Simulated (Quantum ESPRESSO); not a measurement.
# V in Quantum ESPRESSO: the effect of target pressure

V:

```
V
1.0
    -1.51435    1.51435    1.51435
     1.51435   -1.51435    1.51435
     1.51435    1.51435   -1.51435
V
1
Direct
  0.00000 0.00000 0.00000
```

Alike in all runs:

- Program: Quantum ESPRESSO 7.5
- Task: relaxation of cell and atoms
- Functional: PBEsol
- Potentials or basis: GBRV 1.5 PBEsol
- Cutoff: 707 eV
- Density cutoff: 5633 eV
- k mesh: 12 × 12 × 12
- Occupations: fermi-dirac, width 0.05 eV
- Spin: collinear spin, ferromagnetic start
- Starting moments: [2.0] μB

Each run relaxes the cell or the atoms first.

```tsv
target pressure	relaxed volume (Å³/atom)
0 GPa	12.93
2 GPa	12.80
5 GPa	12.61
10 GPa	12.32
20 GPa	?
30 GPa	11.41
```

Question: What does the run with target pressure 20 GPa give?

Answer: Relaxed volume 11.82 Å³/atom.

Worked out: In Murnaghan's law V^(-B') rises as a straight line in P. The other rows fit best with B' = 3.6, V0 = 12.93 Å³/atom and B0 = 190 GPa, which gives 11.83 Å³/atom at 20 GPa, against the run's 11.82.

Caveats: the volume moved by over 15 % at a fixed basis, so the end points are rough (some runs).
